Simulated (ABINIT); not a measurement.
Crystal: HfO2.

```
Hf O
1.0
     0.00000    2.55750    2.55750
     2.55750    0.00000    2.55750
     2.55750    2.55750    0.00000
Hf O
1 2
Cartesian
  0.0000 0.0000 0.0000
  3.8363 3.8363 3.8363
  1.2788 1.2788 1.2788
```

Measurements of this composition are mostly on another form, of space group No. 14.

Base run:

- Program: ABINIT 10.8.3 (patched build)
- Functional: PBE
- Potentials or basis: SG15 NC PBE v1.2
- Cutoff: 1088 eV
- k mesh: 7 × 7 × 7
- Occupations: fermi-dirac, width 0.05 eV
- Spin: no spin polarisation

Its results: band gap on the k mesh 3.85 eV, indirect (least direct gap 4.03 eV).

Problem. The run is repeated on the same cell with these changes: potentials or basis from SG15 NC PBE v1.2 to PseudoDojo NC SR PBE v0.4.1 standard; cutoff from 1088 eV to 952 eV; valence electrons from 38 to 24. What comes out?

Solution. Band gap on the k mesh 3.95 eV, indirect (least direct gap 4.11 eV).

Caveats: spin-orbit coupling is left out, which moves the levels of the heavy elements; an odd mesh through Γ misses points on the zone boundary, where band edges often lie.
